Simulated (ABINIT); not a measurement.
HfO2:

```
Hf O
1.0
     0.00000    2.55750    2.55750
     2.55750    0.00000    2.55750
     2.55750    2.55750    0.00000
Hf O
1 2
Direct
  0.00000 0.00000 0.00000
  0.75000 0.75000 0.75000
  0.25000 0.25000 0.25000
```

Measurements of this composition are mostly on another form, of space group No. 14.

Program: ABINIT 10.8.3 (patched build). Alike in all runs: no spin polarisation; cell as given; cutoff (eV) 626; smearing fermi-dirac 0.05 eV. Hardware: 1 thread of Arm Neoverse V1, on a shared host.

Problem. Order these runs on this cell by their wall time, lowest first.
A. task single point; level LDA; potentials or basis JTH PAW LDA v2.0; k mesh 4 × 4 × 4; mesh quality coarse
B. task single point; level PBEsol; potentials or basis JTH PAW PBE v2.0; k mesh 4 × 4 × 4; mesh quality coarse
C. task band structure; level LDA; potentials or basis JTH PAW LDA v2.0; k mesh 9 × 9 × 9; mesh quality not flagged

Solution. A (7.2 s), B (17 s), C (69 s).

Caveats: some runs use coarse meshes.

Runs at the PBE level aren't shown here.
